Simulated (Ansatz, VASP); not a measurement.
# Ge in VASP and in Ansatz

```
Ge
1.0
     0.00000    2.19623    2.19623
     2.19623    0.00000    2.19623
     2.19623    2.19623    0.00000
Ge
1
Direct
  0.00000 0.00000 0.00000
```

Alike in both runs: task single point; functional PBE; k mesh 18 × 18 × 18; occupations gaussian, width 0.1 eV; no spin polarisation.

|  | VASP | Ansatz |
| --- | --- | --- |
| version | VASP 6.6.1 | Ansatz 0.2.0 |
| potentials or method | VASP PAW PBE potentials, release 64 (Ge_d) | scalar-relativistic, plane waves, PAW |
| plane-wave cutoff (eV) | 520 | 420 |
| valence electrons in the cell | 14 | 14 |

VASP gave:

```
gap on the k mesh at the Fermi level (eV) : none
pressure (GPa)                            : -4.4
```

Task: What did Ansatz give for the same quantities?

Result: gap on the k mesh at the Fermi level (eV): none; pressure (GPa): -4.3.

A gap of «none» marks a metal or a gap that the smearing closes. The functional is the same, so the differences come from potentials, cutoffs and numerics.
